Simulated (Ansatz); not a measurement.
InP under changes of volume

One of the cells (25.167 Å³/atom); the others are scaled copies at fixed shape and fractional positions:

```
In P
1.0
     0.00000    2.93050    2.93050
     2.93050    0.00000    2.93050
     2.93050    2.93050    0.00000
In P
1 1
Direct
  0.00000 0.00000 0.00000
  0.75000 0.75000 0.75000
```

```yaml
Program: Ansatz 0.2.0
Functional: LDA
Potentials_or_basis: Ansatz PAW
Cutoff: "420 eV (not typed: the program's choice for these potentials)"
k_mesh: 8 × 8 × 8
Occupations: fermi-dirac, width 0.05 eV
Spin: no spin polarisation
```

```tsv
volume (Å³/atom)	energy over the lowest point (meV/atom)	pressure (GPa)	gap on the mesh (eV)
23.657	11.16	3.5	0.82
24.160	2.98	1.7	0.70
24.663	0.00	0.2	0.59
25.167	1.65	-1.2	0.48
25.670	7.43	-2.4	0.37
26.173	?	?	?
26.677	29.63	-4.5	0.17
```

Question: What does the run at 26.173 Å³/atom give?

Answer: Energy over the lowest point 16.89 meV/atom; pressure -3.5 GPa; gap on the mesh 0.27 eV.

Worked out: A Birch-Murnaghan fit of order 3 (a polynomial in V^(-2/3)) to the other rows has its minimum at 24.73 Å³/atom with B0 = V·E''(V) = 71 GPa and B' = 4.7. It gives 16.88 meV/atom at 26.173 Å³/atom, against the run's 16.89, and -dE/dV = -3.6 GPa, against -3.5. A straight line through the other rows of the gap, of slope -5.41 eV per unit of ln V (its deformation potential), gives 0.27 eV, against the run's 0.27.

Energies are extrapolated to zero smearing.

Caveats: spin-orbit coupling is left out, which moves the levels of the heavy elements; the PAW data sets come from PBE, with cores solved anew for the run's functional, which leaves a small shift of forces and pressure.
